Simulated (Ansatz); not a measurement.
# Pt: two-dimensional strain map

The calculation used DFT PBE, scalar-relativistic, plane waves, PAW in Ansatz 0.2.0. Cutoff 420 eV, Γ-centred 20×20×20 k-points, Gaussian smearing of 0.15 eV. Spin–orbit coupling is left out, which can shift energies with elements as heavy as these. No spin polarisation. Energies are free energies at this smearing, counted from the undisturbed cell; pressure is positive in compression.

The undisturbed cell (as given, not relaxed at this level; it stands at 11.6 GPa):

```xyz
1
Lattice="0.0000 1.9579 1.9579 1.9579 0.0000 1.9579 1.9579 1.9579 0.0000" Properties=species:S:1:pos:R:3 pbc="T T T"
Pt    0.0000    0.0000    0.0000
```

The cell is strained by p along both x and y and by q along z, fractional coordinates fixed. Points are written (p, q).

Energy above the undisturbed cell in meV/atom (a dash: not computed):

```
 p \ q  -0.050  0.000  0.050
-0.050   556.5  288.4  148.4
 0.000   102.7    0.0  -14.0
 0.050    -2.2   18.0      –
```

Pressure in GPa:

| p \ q | -0.050 | 0.000 | 0.050 |
| --- | --- | --- | --- |
| -0.050 | 81.8 | 53.2 | 32.3 |
| 0.000 | 29.9 | 11.6 | -1.5 |
| 0.050 | -0.4 | -11.7 | – |